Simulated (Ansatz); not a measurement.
## Si (Fd-3m) under several functionals

Plane-wave DFT in Ansatz with scalar-relativistic PAW potentials. The same structure was relaxed (cell and atoms, symmetry kept) in separate runs at each level. No spin polarisation.

Problem. How do the levels LDA, PBE, PBEsol compare?

Solution.
```csv
level,cutoff (eV),k mesh,V (Å³/atom),a (Å),gap (eV)
LDA,420,12×12×12,19.704,5.402,0.44
PBEsol,420,12×12×12,20.055,5.434,0.46
PBE,420,8×8×8,20.459,5.470,0.65
```

The usual order of volumes, LDA < PBEsol < PBE, holds here (19.704, 20.055, 20.459 Å³/atom). As a rule LDA overbinds; PBEsol, built on the gradient expansion of slowly varying densities, lies between LDA and PBE; PBE's stronger gradient term for exchange weakens bonds. Each gap belongs to its own cell, so it mixes the functional's effect with that of the volume; gaps are the least found on the k mesh or on a band path.

Cost: 3 runs of about 0.29 core-minutes in all, on Arm Neoverse V1, Intel Xeon Processor @ 2.50GHz (Skylake/Cascade Lake) (shared hosts).